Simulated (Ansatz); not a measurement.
Density of states of MgI₂

```cif
data_structure
_symmetry_space_group_name_H-M 'Fm-3m'
_symmetry_Int_Tables_number 225
_cell_length_a 7.5275
_cell_length_b 7.5275
_cell_length_c 7.5275
_cell_angle_alpha 90.000
_cell_angle_beta 90.000
_cell_angle_gamma 90.000
_cell_volume 426.53
loop_
_atom_site_label
_atom_site_type_symbol
_atom_site_symmetry_multiplicity
_atom_site_Wyckoff_symbol
_atom_site_fract_x
_atom_site_fract_y
_atom_site_fract_z
_atom_site_occupancy
Mg1 Mg 4 a 0.00000 0.00000 0.00000 1
I1 I 8 c 0.25000 0.75000 0.75000 1
```

The runs use the primitive cell with vectors (0.000, 3.764, 3.764), (3.764, 0.000, 3.764), (3.764, 3.764, 0.000) Å, to which the k mesh refers.

It takes space group Fm-3m (No. 225, cubic). Conventional cell: a = 7.527 Å, b = 7.527 Å, c = 7.527 Å, α = 90.00°, β = 90.00°, γ = 90.00°. Mg (site symmetry m-3m) has 8 I at 3.26 Å as nearest neighbours. I (site symmetry -43m) has 4 Mg at 3.26 Å as nearest neighbours.

The structure comes from a relaxation in the same program, started in the fluorite type, and has space group Fm-3m. Whether it is a known phase or the ground state wasn't checked.

Spin–orbit coupling is left out, though it moves levels of the heavy atoms by tenths of an eV or more.

All numbers below come from DFT, PBE, all-electron LAPW, scalar-relativistic (Ansatz 0.2.0).

The runs use a Γ-centred 10×10×10 k mesh, Fermi–Dirac smearing of 0.03 eV, basis error target 1 meV/atom, no spin polarisation.

States per eV and cell, averaged over 0.6 eV, from -12.5 to 4.7 eV, with energies (bin centres) from the valence-band top; empty bins are left out. The partial columns, the largest 3 alone, are projections on Löwdin-orthogonalised atomic shells (those that the program's projection atoms carry: the occupied ones and, for some elements, an empty d or f shell; other empty shells have no column), summed over atoms of an element. Weights on diffuse s and p shells depend on that basis and aren't pure angular character.

```
E (eV)  total  I 5p  I 5s  Mg 3s
 -12.3   3.88  0.05  3.72   0.10
 -11.7   2.23  0.03  2.20   0.00
  -4.5   1.37  1.00  0.01   0.34
  -3.9   2.42  2.09  0.04   0.27
  -3.3   3.57  3.34  0.04   0.12
  -2.7   2.68  2.55  0.03   0.05
  -2.1   2.67  2.50  0.04   0.07
  -1.5   2.56  2.45  0.02   0.03
  -0.9   3.29  3.20  0.01   0.01
  -0.3   1.45  1.43  0.00   0.00
   0.9   0.08  0.02  0.01   0.05
   1.5   1.25  0.31  0.03   0.72
   2.1   1.85  0.55  0.02   1.09
   2.7   0.14  0.05  0.00   0.08
   3.3   0.67  0.01  0.00   0.02
   3.9   1.32  0.03  0.01   0.05
   4.5   2.75  0.06  0.00   0.06
```

Q: Which of the resolved shells contributes most in the top eV of the valence band?

A: I 5p, with 98 % of all states there; Mg 3s follows with 0 %.
